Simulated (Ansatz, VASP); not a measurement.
**Two plane-wave programs on Nb**

```xyz
3
Lattice="1.4227 0.8214 7.8886 -1.4227 0.8214 7.8886 0.0000 -1.6428 7.8886" Properties=species:S:1:pos:R:3 pbc="T T T"
Nb    0.0000    0.0000    0.0000
Nb    0.0000    0.0000    5.2640
Nb    0.0000    0.0000   18.4019
```

Alike in both runs: functional r2SCAN; k mesh 6 × 6 × 6; occupations gaussian, width 0.1 eV; no spin polarisation.

Ansatz relaxed the structure, and its values are those at the end. VASP's run is a single point on that final structure, the one shown.

```csv
,VASP,Ansatz
version,VASP 6.6.1,Ansatz 0.2.0
potentials or method,"VASP PAW PBE potentials, release 64 (Nb_sv)","scalar-relativistic, plane waves, PAW"
plane-wave cutoff (eV),520,500
valence electrons in the cell,39,39
```

Ansatz gave:

* gap on the k mesh at the Fermi level (eV): none
* pressure (GPa): -0.1

What did VASP give for the same quantities?

gap on the k mesh at the Fermi level (eV): none; pressure (GPa): -0.3.

A gap of «none» marks a metal or a gap that the smearing closes.

Caveats: the k mesh is coarse (spacing up to 0.43 Å⁻¹), so the values aren't converged; the PAW data sets were made with another functional, which shifts forces and pressure a little (VASP).
